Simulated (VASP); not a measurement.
# ZnS (P6_3mc) in VASP: further runs, part 2 of 2

VASP 6.6.1.

### 4 Single point, LDA, non-collinear spin, zero start, spin-orbit coupling

This run uses another cell than the first one, of 18.59 Å³/atom.

Contents of INCAR:

```
SYSTEM = ZnS
PREC = Accurate ; ENCUT = 520
EDIFF = 1E-6 ; ISMEAR = 0
SIGMA = 0.01 ; LREAL = .False.
LASPH = .True. ; NELM = 150
ALGO = Normal ; ISIF = 2
LWAVE = .False. ; LCHARG = .True.
MAGMOM = 0 0 0 0 0 0 0 0 0 0 0 0 ; LORBIT = 11
LSORBIT = .True. ; GGA_COMPAT = .False.
LORBMOM = .True. ; GGA = CA
LVHAR = .True. ; NBANDS = 50
```

Contents of KPOINTS:

```
regular mesh
0
Gamma
  6 6 4
  0 0 0
```

Contents of POSCAR:

```
ZnS
1.0
    3.7382324459      0.0000000000      0.0000000000
   -1.8691162230      3.2374042634      0.0000000000
    0.0000000000      0.0000000000      6.1429977760
Zn S
2 2
Direct
    0.3333333333      0.6666666667      0.0055913282
    0.6666666667      0.3333333333      0.5055913282
    0.3333333333      0.6666666667      0.3794086718
    0.6666666667      0.3333333333      0.8794086718
```

Potentials or basis: VASP PAW LDA potentials, release 64 (Zn, S).

Launch:

```sh
$ cat potpaw_LDA.64/Zn/POTCAR potpaw_LDA.64/S/POTCAR > POTCAR
$ mpirun -np 1 vasp_ncl > vasp.out
```

OUTCAR:

```text
SYSTEM = ZnS
   PREC = Accurate
   ENCUT = 520
   EDIFF = 1E-6
   ISMEAR = 0
   LREAL = .False.
   LASPH = .True.
   NELM = 150
   ISIF = 2
   LORBIT = 11
   LSORBIT = .True.
   GGA = CA

 ion  position               nearest neighbor table
   1  0.333  0.667  0.006-   4 2.29   4 2.29   4 2.29   3 2.30
   2  0.667  0.333  0.506-   3 2.29   3 2.29   3 2.29   4 2.30
   3  0.333  0.667  0.379-   2 2.29   2 2.29   2 2.29   1 2.30
   4  0.667  0.333  0.879-   1 2.29   1 2.29   1 2.29   2 2.30

  LATTYP: Found a hexagonal cell.
 ALAT       =     3.7382324459
 C/A-ratio  =     1.6432894061

  Lattice vectors:

 A1 = (   3.7382324459,   0.0000000000,   0.0000000000)
 A2 = (  -1.8691162230,   3.2374042634,   0.0000000000)
 A3 = (   0.0000000000,   0.0000000000,   6.1429977760)

Analysis of symmetry for initial positions (statically):
=====================================================================
 Subroutine PRICEL returns:
 Original cell was already a primitive cell.

 Routine SETGRP: Setting up the symmetry group for a
 hexagonal supercell.

 Subroutine GETGRP returns: Found 12 space group operations
 (whereof  6 operations were pure point group operations)
 out of a pool of 24 trial point group operations.

The static configuration has the point symmetry C_3v.
 The point group associated with its full space group is C_6v.

Analysis of symmetry for dynamics (positions and initial velocities):
=====================================================================
 Subroutine PRICEL returns:
 Original cell was already a primitive cell.

 Routine SETGRP: Setting up the symmetry group for a
 hexagonal supercell.

 Subroutine GETGRP returns: Found 12 space group operations
 (whereof  6 operations were pure point group operations)
 out of a pool of 24 trial point group operations.

The dynamic configuration has the point symmetry C_3v.
 The point group associated with its full space group is C_6v.

Analysis of structural, dynamic, and magnetic symmetry:
=====================================================================
 Subroutine PRICEL returns:
 Original cell was already a primitive cell.

 Routine SETGRP: Setting up the symmetry group for a
 hexagonal supercell.

 Subroutine GETGRP returns: Found 12 space group operations
 (whereof  6 operations were pure point group operations)
 out of a pool of 24 trial point group operations.

The overall configuration has the point symmetry C_3v.
 The point group associated with its full space group is C_6v.

 Subroutine INISYM returns: Found 12 space group operations
 (whereof  6 operations are pure point group operations),
 and found     1 'primitive' translations

----------------------------------------------------------------------------------------

                                     Primitive cell

  volume of cell :      74.3436

  direct lattice vectors                    reciprocal lattice vectors
     3.738232446  0.000000000  0.000000000     0.267506105  0.154444722  0.000000000
    -1.869116223  3.237404263  0.000000000     0.000000000  0.308889443  0.000000000
[... 1383 lines left out ...]
  Total        0.1346150      0.1346150      0.1161220     -0.0000000      0.0000000      0.0000000
  in kB        2.9010850      2.9010850      2.5025424     -0.0000000      0.0000000      0.0000000
  external PRESSURE =       2.7682375 kB  Pullay stress =       0.0000000 kB

 VOLUME and BASIS-vectors are now :
 -----------------------------------------------------------------------------
  energy-cutoff  :      520.00
  volume of cell :       74.34
      direct lattice vectors                 reciprocal lattice vectors
     3.738232446  0.000000000  0.000000000     0.267506105  0.154444722  0.000000000
    -1.869116223  3.237404263  0.000000000     0.000000000  0.308889443  0.000000000
     0.000000000  0.000000000  6.142997776     0.000000000  0.000000000  0.162786971

 POSITION                                       TOTAL-FORCE (eV/Angst)
 -----------------------------------------------------------------------------------
     -0.00000      2.15827      0.03435        -0.000000      0.000000      0.001889
      1.86912      1.07913      3.10585         0.000000     -0.000000      0.001889
     -0.00000      2.15827      2.33071         0.000000     -0.000000     -0.001889
      1.86912      1.07913      5.40221        -0.000000      0.000000     -0.001889
 -----------------------------------------------------------------------------------
    total drift:                               -0.000000      0.000000     -0.000637

  FREE ENERGIE OF THE ION-ELECTRON SYSTEM (eV)
  ---------------------------------------------------
  free  energy   TOTEN  =       -16.4095396486 eV

  energy  without entropy=      -16.4095396486  energy(sigma->0) =      -16.40953965

 orbital moment (x)

 # of ion     p       d       tot
 ----------------------------------------
  1         0.000  -0.000  -0.000
  2        -0.000   0.000   0.000
  3        -0.000   0.000  -0.000
  4        -0.000   0.000  -0.000
 ----------------------------------------
           -0.000  -0.000  -0.000

 orbital moment (y)

 # of ion     p       d       tot
 ----------------------------------------
  1        -0.000  -0.000  -0.000
  2         0.000   0.000   0.000
  3         0.000   0.000   0.000
  4        -0.000   0.000  -0.000
 ----------------------------------------
            0.000   0.000   0.000

 orbital moment (z)

 # of ion     p       d       tot
 ----------------------------------------
  1         0.000  -0.000  -0.000
  2         0.000   0.000   0.000
  3         0.000   0.000   0.000
  4         0.000   0.000   0.000
 ----------------------------------------
            0.000   0.000   0.000

 Spin-Orbit-Coupling matrix elements

 Ion:    1  E_soc:     -0.0089452
 l=   1
     0.0000000    -0.0004737    -0.0004765
    -0.0004737     0.0000000    -0.0004737
    -0.0004765    -0.0004737     0.0000000
 l=   2
     0.0000000    -0.0002018     0.0000000    -0.0002018    -0.0008175
    -0.0002018     0.0000000    -0.0006121    -0.0001995    -0.0002018
     0.0000000    -0.0006121     0.0000000    -0.0006121     0.0000000
    -0.0002018    -0.0001995    -0.0006121     0.0000000    -0.0002018
    -0.0008175    -0.0002018     0.0000000    -0.0002018     0.0000000
 l=   3
     0.0000000     0.0000000     0.0000000     0.0000000     0.0000000     0.0000000     0.0000000
     0.0000000     0.0000000     0.0000000     0.0000000     0.0000000     0.0000000     0.0000000
     0.0000000     0.0000000     0.0000000     0.0000000     0.0000000     0.0000000     0.0000000
     0.0000000     0.0000000     0.0000000     0.0000000     0.0000000     0.0000000     0.0000000
[... 49 lines left out ...]
 l=   2
     0.0000000     0.0000000     0.0000000     0.0000000     0.0000000
     0.0000000     0.0000000     0.0000000     0.0000000     0.0000000
     0.0000000     0.0000000     0.0000000     0.0000000     0.0000000
     0.0000000     0.0000000     0.0000000     0.0000000     0.0000000
     0.0000000     0.0000000     0.0000000     0.0000000     0.0000000
 l=   3
     0.0000000     0.0000000     0.0000000     0.0000000     0.0000000     0.0000000     0.0000000
     0.0000000     0.0000000     0.0000000     0.0000000     0.0000000     0.0000000     0.0000000
     0.0000000     0.0000000     0.0000000     0.0000000     0.0000000     0.0000000     0.0000000
     0.0000000     0.0000000     0.0000000     0.0000000     0.0000000     0.0000000     0.0000000
     0.0000000     0.0000000     0.0000000     0.0000000     0.0000000     0.0000000     0.0000000
     0.0000000     0.0000000     0.0000000     0.0000000     0.0000000     0.0000000     0.0000000
     0.0000000     0.0000000     0.0000000     0.0000000     0.0000000     0.0000000     0.0000000

 total charge

# of ion       s       p       d       tot
------------------------------------------
    1        0.549   0.540   9.805  10.894
    2        0.549   0.540   9.805  10.894
    3        1.312   2.446   0.000   3.757
    4        1.312   2.446   0.000   3.757
--------------------------------------------------
tot          3.720   5.971  19.611  29.302

 magnetization (x)

# of ion       s       p       d       tot
------------------------------------------
    1        0.000  -0.000   0.000  -0.000
    2        0.000   0.000  -0.000   0.000
    3        0.000   0.000   0.000   0.000
    4       -0.000   0.000   0.000  -0.000
--------------------------------------------------
tot          0.000   0.000   0.000   0.000

 magnetization (y)

# of ion       s       p       d       tot
------------------------------------------
    1        0.000   0.000   0.000   0.000
    2        0.000   0.000   0.000   0.000
    3        0.000   0.000   0.000   0.000
    4        0.000   0.000   0.000   0.000
--------------------------------------------------
tot          0.000   0.000   0.000   0.000

 magnetization (z)

# of ion       s       p       d       tot
------------------------------------------
    1       -0.000  -0.000  -0.000  -0.000
    2       -0.000   0.000   0.000   0.000
    3       -0.000  -0.000   0.000  -0.000
    4        0.000  -0.000   0.000  -0.000
--------------------------------------------------
tot         -0.000  -0.000  -0.000  -0.000
```

It took 2.4 min on 1 thread of Oxide Virtual Turin-like, shared host; peak memory 0.31 GiB.

What came out:

| Item | Value |
| --- | --- |
| Free energy | -16.4095 eV |
| Pressure | 0.3 GPa |
| Net moment | 0.00 μB per cell |
| Valence electrons inside the program's atomic spheres | Zn 10.89; S 3.76 |

Moments on the atoms (μB; x, y, z):
```
Zn  0.00 0.00 0.00
Zn  0.00 0.00 0.00
S   0.00 0.00 0.00
S   0.00 0.00 0.00
```

### 5 Summary

```tsv
task	spin	cell	gap on the mesh (eV)	pressure (GPa)
relaxation of the atoms	off	atoms relaxed from a = 3.738, b = 3.738, c = 6.174 Å, angles 90.0, 90.0, 120.0°, 4 atoms	2.18	-0.2
relaxation of the atoms	off	atoms relaxed from a = 3.757, b = 3.757, c = 6.174 Å, angles 90.0, 90.0, 120.0°, 4 atoms	2.15	-1.0
single point	non-collinear, zero start, SOC	a = 3.738, b = 3.738, c = 6.143 Å, angles 90.0, 90.0, 120.0°, 4 atoms	-	0.3
```

Alike in all rows: level LDA; potentials or basis VASP PAW LDA potentials, release 64 (Zn, S); k mesh 6 × 6 × 4; cutoff (eV) 520; smearing gaussian 0.01 eV.

Total energies depend on the potentials used, so only differences within one code and one set of settings carry meaning.

### 6 How close it comes

Step 3. Against the measured gap of ZnS, 3.911 eV (direct; 4 K; a printed reference work, monograph), the calculated 2.15 eV is off by -1.76 eV. The value is that of LDA, without temperature or zero-point motion. Semilocal functionals fall short of measured gaps as a rule.
